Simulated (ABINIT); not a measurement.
PtS2:

```
Pt S
1.0
     3.54320    0.00000    0.00000
    -1.77160    3.06850    0.00000
     0.00000    0.00000    5.03880
Pt S
1 2
Direct
  0.00000 0.00000 0.00000
  0.66667 0.33333 0.77300
  0.33333 0.66667 0.22700
```

Base run:

| Item | Value |
| --- | --- |
| Program | ABINIT 10.8.3 (patched build) |
| Functional | PBE |
| Potentials or basis | SG15 NC PBE v1.2 |
| Cutoff | 952 eV |
| k mesh | 9 × 9 × 5 |
| Occupations | fermi-dirac, width 0.05 eV |
| Spin | no spin polarisation |

Its results: band gap on the k mesh 1.03 eV, indirect (least direct gap 1.08 eV); pressure 11.8 GPa; largest force 1.288 eV/Å.

The run is repeated on the same cell with these changes: potentials or basis from SG15 NC PBE v1.2 to PseudoDojo NC SR PBE v0.4 stringent; cutoff from 952 eV to 1143 eV. What comes out?

Band gap on the k mesh 1.01 eV, indirect (least direct gap 1.06 eV); pressure 11.4 GPa; largest force 1.243 eV/Å.

Caveats: spin-orbit coupling is left out, which moves the levels of the heavy elements; an odd mesh through Γ misses points on the zone boundary, where band edges often lie; forces of over 1 eV/Å show positions far from the minimum, so gaps and moduli don't describe the material at rest.
